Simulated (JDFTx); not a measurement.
The system is Tl.

```
Tl
1.0
     3.45600    0.00000    0.00000
    -1.72800    2.99298    0.00000
     0.00000    0.00000    5.52500
Tl
2
Direct
  0.66667 0.33333 0.75000
  0.33333 0.66667 0.25000
```

Program: JDFTx 1.7.0 (patched build). Alike in all runs: level PBE; cell as given; k mesh 9 × 9 × 5; smearing fermi-dirac 0.05 eV. Hardware: 1 thread of Intel(R) Xeon(R) 6975P-C (Granite Rapids), with other jobs on the host.

**Question.** Order these runs on this cell by their wall time, lowest first.
A. task single point; potentials or basis PseudoDojo-FR-PBE-0.4-standard with smoothed tails; spin SOC, no magnetisation; cutoff (eV) 871; max SCF steps 100; SCF threshold on the energy 1e-08 Ha; solver of the electrons scf; further solve for the empty bands yes
B. task band structure; potentials or basis PseudoDojo-FR-PBE-0.4-standard with smoothed tails; spin SOC, no magnetisation; cutoff (eV) 871; band ratio of the Davidson solver 1.3; max SCF steps 30; SCF threshold on the energy 1e-06 Ha; solver of the electrons minimize; further solve for the empty bands no
C. task band structure; potentials or basis PseudoDojo-SR-PBE-0.4.1-standard with smoothed tails; spin off; cutoff (eV) 844; band ratio of the Davidson solver 1.3; max SCF steps 30; SCF threshold on the energy 1e-06 Ha; solver of the electrons minimize; further solve for the empty bands no

**Answer.** C (14 s), B (61 s), A (150 s).
